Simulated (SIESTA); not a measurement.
## Bi2Se3 (Paraguanajuatite) under changes of volume

One of the cells (28.378 Å³/atom); the others are scaled copies at fixed shape and fractional positions:

```xyz
5
Lattice="2.0715 1.1960 9.5453 -2.0715 1.1960 9.5453 0.0000 -2.3920 9.5453" Properties=species:S:1:pos:R:3 pbc="T T T"
Bi    0.0000    0.0000   17.1587
Bi    0.0000    0.0000   11.4773
Se    0.0000    0.0000   22.5738
Se    0.0000    0.0000    6.0622
Se    0.0000    0.0000    0.0000
```

- Program: SIESTA 5.4.2
- Functional: PBE
- Potentials or basis: PseudoDojo 0.4 standard (PBE files)
- Basis: SZ (energy shift 0.002 Ry)
- Grid cutoff: 500 Ry
- Energy shift: 0.002 Ry
- k mesh: 6 × 6 × 6
- Occupations: fermi-dirac, width 0.05 eV
- Spin: no spin polarisation

| volume (Å³/atom) | energy over the lowest point (meV/atom) | pressure (GPa) | largest force (eV/Å) |
| --- | --- | --- | --- |
| 26.675 | ? | ? | ? |
| 27.243 | 155.77 | 13.7 | 1.942 |
| 27.810 | 111.07 | 11.6 | 1.710 |
| 28.378 | 74.88 | 9.6 | 1.489 |
| 28.946 | 44.13 | 7.8 | 1.285 |
| 29.513 | 19.37 | 6.2 | 1.095 |
| 30.081 | 0.00 | 4.8 | 0.914 |

**Question.** What does the run at 26.675 Å³/atom give?

**Answer.** Energy over the lowest point 208.57 meV/atom; pressure 16.1 GPa; largest force 2.192 eV/Å.

Worked out: A Birch-Murnaghan fit of order 3 (a polynomial in V^(-2/3)) to the other rows has no minimum within the range. It gives 208.51 meV/atom at 26.675 Å³/atom, against the run's 208.57, and -dE/dV = 16.2 GPa, against 16.1.

Energies are extrapolated to zero smearing.

Caveats: the basis has no polarisation orbitals; the basis of atomic orbitals isn't converged, which shifts pressures, moduli and gaps; forces of over 1 eV/Å show positions far from the minimum, so gaps and moduli don't describe the material at rest (some runs).
